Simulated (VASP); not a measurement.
Write the native input for VASP 6.6.1 that does the following.

```
Task                               : single point
Functional                         : HSE06
Potentials or basis                : VASP PAW PBE potentials, release 64 (Mo_sv, S)
Cutoff                             : 520 eV
k mesh                             : 6 × 6 × 1
Occupations                        : gaussian, width 0.02 eV
Spin                               : spin-orbit coupling, no magnetisation
Ladder                             : gaps
Grid for exact exchange (PRECFOCK) : Fast
Screening parameter                : 0.2 1/A
Further INCAR settings             : ALGO = Normal; EDIFF = 1e-07
```

The system is MoS2, a slab with vacuum.

```
Mo S
1.0
     3.18413    0.00000    0.00000
    -1.59206    2.75753    0.00000
     0.00000    0.00000   17.33460
Mo S
1 2
Cartesian
  0.0000 0.0000 0.0000
  0.0000 1.8384 15.7833
  0.0000 1.8384 1.5513
```

One way to write it, as run:

POSCAR

```
MoS2
1.0
    3.1841260822      0.0000000000      0.0000000000
   -1.5920630411      2.7575340760      0.0000000000
    0.0000000000      0.0000000000     17.3345999500
Mo S
1 2
Direct
    0.0000000000      0.0000000000      0.0000000000
    0.3333333333      0.6666666667      0.9105070200
    0.3333333333      0.6666666667      0.0894929800
```

INCAR.step1

```
SYSTEM = MoS2
PREC = Accurate
ENCUT = 520
EDIFF = 1E-5
ISMEAR = 0
SIGMA = 0.02
LREAL = .False.
LASPH = .True.
NELM = 80
ALGO = Normal
ISIF = 2
LWAVE = .True.
MAGMOM = 0 0 0 0 0 0 0 0 0
LORBIT = 11
LSORBIT = .True.
GGA_COMPAT = .False.
LMAXMIX = 4
GGA = PE
KPAR = 4
```

INCAR.step2

```
SYSTEM = MoS2
PREC = Accurate
ENCUT = 520
EDIFF = 1E-7
ISMEAR = 0
SIGMA = 0.02
LREAL = .False.
LASPH = .True.
NELM = 80
ALGO = Normal
ISIF = 2
LWAVE = .False.
LCHARG = .True.
MAGMOM = 0 0 0 0 0 0 0 0 0
LORBIT = 11
LSORBIT = .True.
GGA_COMPAT = .False.
LMAXMIX = 4
GGA = PE
LHFCALC = .True.
HFSCREEN = 0.2
PRECFOCK = Fast
LVHAR = .True.
ISTART = 1
KPAR = 4
```

KPOINTS

```
regular mesh
0
Gamma
  6 6 1
  0 0 0
```

Potentials or basis: VASP PAW PBE potentials, release 64 (Mo_sv, S).

Launch:

```console
$ cat potpaw_PBE.64/Mo_sv/POTCAR potpaw_PBE.64/S/POTCAR > POTCAR
$ cp INCAR.step1 INCAR
$ mpirun -np 4 vasp_ncl > vasp.out
$ cp INCAR.step2 INCAR
$ mpirun -np 4 vasp_ncl > vasp.out
```

It gave:

```
Largest force                                         : 0.323 eV/Å
Valence electrons inside the program's atomic spheres : Mo 12.41; S 3.71
```

Caveat: the k mesh is coarse (spacing up to 0.38 Å⁻¹), so the values aren't converged, least of all with exact exchange; the PAW data sets were made with another functional, which shifts forces and pressure a little.

Run time: 27 min on 4 MPI ranks on AMD EPYC 9R45 (Zen 5), on a shared host, peak memory 0.7 GiB a rank.
